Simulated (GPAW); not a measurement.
Runs of GPAW 26.7.0 on WS2. The cell holds a slab with vacuum, 3 atoms: a = 3.184 Å, b = 3.184 Å, c = 16.951 Å, α = 90.00°, β = 90.00°, γ = 120.00°. 

| task | level | spin | U | k mesh | band path | band points | spin axis theta (degrees) | spin axis phi (degrees) | soc after scf | largest force (eV/Å) |
| --- | --- | --- | --- | --- | --- | --- | --- | --- | --- | --- |
| band structure | PBEsol | off | - | 8 × 8 × 2 | GMKGALHA,LM,KH | 80 | - | - | - | 0.12 |
| band structure | LDA | off | - | 7 × 7 × 2 | GMKGALHA,LM,KH | 80 | - | - | - | 0.45 |
| band structure | PBEsol+U | off | W d U = 3 eV | 8 × 8 × 2 | GMKGALHA,LM,KH | 100 | - | - | - | (a) |
| band structure | PBEsol | SOC, no magnetisation | - | 10 × 10 × 2 | GMKGALHA,LM,KH | 80 | 90 | 0 | second variation | 0.12 |

Alike in all rows: potentials or basis PAW data sets generated in the run's folder for this functional, pw; cell as given; cutoff (eV) 600; smearing fermi-dirac 0.05 eV.

Fill in the values left out.

(a) 0.02.

Caveats: spin-orbit coupling was added after a scalar SCF, so levels and gaps hold it while energy, forces, pressure and moments don't (some runs).

Not every run made on this cell is shown here.
